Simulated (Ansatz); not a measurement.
Relativity in AgBr

```
CELL_PARAMETERS angstrom
0.00000 2.88605 2.88605
2.88605 0.00000 2.88605
2.88605 2.88605 0.00000
ATOMIC_POSITIONS crystal
Ag 0.50000 0.50000 0.50000
Br 0.00000 0.00000 0.00000
```

Atom numbers follow the list: Ag1, Br2.

The cell is COD entry 9011682, as deposited and not checked against the literature; nothing was relaxed.

One fixed cell is solved with PBE by full-potential LAPW in Ansatz 0.2.0 under different relativistic treatments. Pressure is positive in compression.

Settings: a Γ-centred 7×7×7 k mesh, Fermi–Dirac smearing of 0.02 eV, basis error target 0.5 meV/atom, no spin polarisation.

```json
{"setting": "scalar-relativistic", "P (GPa)": "1.52", "gap over the k mesh and a high-symmetry path (eV)": "?", "lowest level at Γ above −25 eV, from the valence-band top or, without a gap, the Fermi level (eV)": "-14.98"}
{"setting": "non-relativistic", "P (GPa)": "3.52", "gap over the k mesh and a high-symmetry path (eV)": "1.60", "lowest level at Γ above −25 eV, from the valence-band top or, without a gap, the Fermi level (eV)": "-14.10"}
{"setting": "with spin–orbit coupling", "P (GPa)": "1.51", "gap over the k mesh and a high-symmetry path (eV)": "?", "lowest level at Γ above −25 eV, from the valence-band top or, without a gap, the Fermi level (eV)": "-15.06"}
```

Q: Fill in "gap over the k mesh and a high-symmetry path (eV)" for the row "with spin–orbit coupling".

A: 0.59.

Q: What belongs in the row "scalar-relativistic", column "gap over the k mesh and a high-symmetry path (eV)"?

A: 0.68.
